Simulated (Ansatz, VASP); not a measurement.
## BAs in VASP and in Ansatz

The input INCAR:

```
SYSTEM = BAs
PREC = Accurate ; ENCUT = 520
EDIFF = 1E-6 ; ISMEAR = -1
SIGMA = 0.15 ; LREAL = .False.
LASPH = .True. ; NELM = 150
ALGO = Normal ; ISIF = 2
LWAVE = .False. ; LCHARG = .False.
ISPIN = 2 ; MAGMOM = 0.5 0
LORBIT = 11 ; GGA = PS
NBANDS = 15
```

KPOINTS

```
Automatic mesh
0
Gamma
  10 10 10
  0 0 0
```

File POSCAR:

```
BAs
1.0
    0.0000000000      2.4043183418      2.4043183418
    2.4043183418      0.0000000000      2.4043183418
    2.4043183418      2.4043183418      0.0000000000
As B
1 1
Direct
    0.7500000000      0.7500000000      0.7500000000
    0.0000000000      0.0000000000      0.0000000000
```

Contents of input.yaml:

```yaml
crystal:
  lattice:
    - [0.0, 2.4043183418, 2.4043183418]
    - [2.4043183418, 0.0, 2.4043183418]
    - [2.4043183418, 2.4043183418, 0.0]
  atoms:
    - { symbol: As, position: [0.75, 0.75, 0.75], spin: 0.5 }
    - { symbol: B, position: [0.0, 0.0, 0.0] }
kpoints:
  mp_grid: { grid: [10, 10, 10] }
scf:
  occupations: { method: fermi_dirac, width: 0.15 }
hamiltonian:
  xc: pbesol
  pseudopotentials:
    kind: all_electron
    lapw: { basis_error: 0.001 }
    dirac_shells: { As: ["3p"] }
magnetization:
  spin_polarized: true
output:
  forces: true
  stress: true
  eigenvalues: true
```

Change from the starting cell: volume scaled by 1.02.

Alike in both runs: task single point; functional PBEsol; k mesh 10 × 10 × 10; occupations fermi-dirac, width 0.15 eV; collinear spin.

|  | VASP | Ansatz |
| --- | --- | --- |
| version | VASP 6.6.1 | Ansatz 0.2.0 |
| potentials or method | VASP PAW PBE potentials, release 64 (As, B) | all-electron LAPW, inner shells corrected to Dirac's equation |
| plane-wave cutoff (eV) | 520 | see its input |

Ansatz gave:

- gap on the k mesh at the Fermi level (eV): 1.11
- least direct gap on the mesh (eV): 3.22
- pressure (GPa): -3.4
- net moment per atom (μB): 0.00

Task: What did VASP give for the same quantities?

Result: gap on the k mesh at the Fermi level (eV): 1.10; least direct gap on the mesh (eV): 3.22; pressure (GPa): -2.6; net moment per atom (μB): 0.00.

Ansatz ran all-electron here, so the differences hold the error of VASP's frozen core and of both bases.

Caveats: the PAW data sets were made with another functional, which shifts forces and pressure a little (VASP); the starting moments weren't kept (Ansatz). A k mesh can miss the band edges.
